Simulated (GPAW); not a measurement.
Hf:

```xyz
1
Lattice="-1.8050 1.8050 1.8050 1.8050 -1.8050 1.8050 1.8050 1.8050 -1.8050" Properties=species:S:1:pos:R:3 pbc="T T T"
Hf    0.0000    0.0000    0.0000
```

This isn't the form of Hf at room conditions, which is hcp.

Base run:

```yaml
Program: GPAW 26.7.0
Functional: PBE
Potentials_or_basis: PAW data sets generated in the run's folder for this functional
Cutoff: 600 eV
Basis: pw
k_mesh: 10 × 10 × 10
Occupations: fermi-dirac, width 0.05 eV
Spin: no spin polarisation
```

Its results: pressure -4.6 GPa.

Question: The run is repeated on the same cell with these changes: functional from PBE to LDA; potentials or basis from PAW data sets generated in the run's folder for this functional to JTH PAW 2.0, LDA. What comes out?

Answer: Pressure -13.5 GPa.

Caveats: the program truncates these outside data sets (some runs).
